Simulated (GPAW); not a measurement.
Input of a GPAW 26.7.0 run:

Contents of run.py:

```python
import numpy as np
from ase import Atoms
from ase.dft.bandgap import bandgap
from ase.io import write
from ase.units import GPa
from gpaw import GPAW, PW
from gpaw.spinorbit import soc_eigenstates

atoms = Atoms(['Pd'],
              cell=[[0.0, 1.9465, 1.9465],
                    [1.9465, 0.0, 1.9465],
                    [1.9465, 1.9465, 0.0]],
              scaled_positions=[[0.0, 0.0, 0.0]],
              pbc=True)

calc = GPAW(mode=PW(600),
            xc='LDA',
            kpts={'size': (9, 9, 9), 'gamma': True},
            occupations={'name': 'fermi-dirac', 'width': 0.05},
            nbands=17,
            convergence={'density': 1e-05, 'energy': 1e-05},
            maxiter=150,
            txt='gpaw.txt')
atoms.calc = calc
energy = atoms.get_potential_energy()
forces = atoms.get_forces()
stress = atoms.get_stress()
calc.write('gs.gpw')
write('result.traj', atoms)
print(f'Energy: {energy:.6f} eV')
print('Forces (eV/A):')
print(forces.round(4))
print('Stress (GPa):', (stress / GPa).round(3))
print('Fermi level:', round(calc.get_fermi_level(), 4), 'eV')
print(f'Gap: {bandgap(calc)[0]:.4f} eV, direct: {bandgap(calc, direct=True)[0]:.4f} eV')

path = atoms.cell.bandpath('GXWKGLUWLK,UX', npoints=60, eps=1e-4)
bs_calc = calc.fixed_density(kpts=path, symmetry='off', nbands=25,
                             convergence={'bands': 'CBM+6.0', 'eigenstates': 1e-6}, txt='bands.txt')
bs = bs_calc.band_structure()
bs.write('bs.json')
print(f'Gap on the path: {bandgap(bs_calc)[0]:.4f} eV')

soc = soc_eigenstates(bs_calc, theta=90, phi=45)
np.savetxt('soc_bands.dat', soc.eigenvalues(), fmt='%.4f')
mesh = soc_eigenstates('gs.gpw', theta=90, phi=45)
np.savetxt('soc_mesh.dat', mesh.eigenvalues(), fmt='%.4f')
print('Fermi level with spin-orbit coupling:', round(mesh.fermi_level, 4), 'eV')
```

Potentials or basis: the program's PAW data sets (release 1.2.1) made for this functional, pw.

Run with:

```sh
$ OMP_NUM_THREADS=1 python run.py
```

(1) Predict the pressure.

(2) What does it give for the band gap along the path?

Results:

(1) -8.6 GPa.

(2) none (metal or under the smearing width).

Caveat: spin-orbit coupling was added after a scalar SCF, so levels and gaps hold it while energy, forces, pressure and moments don't; this program's spin-orbit splittings come out too wide for heavy elements.
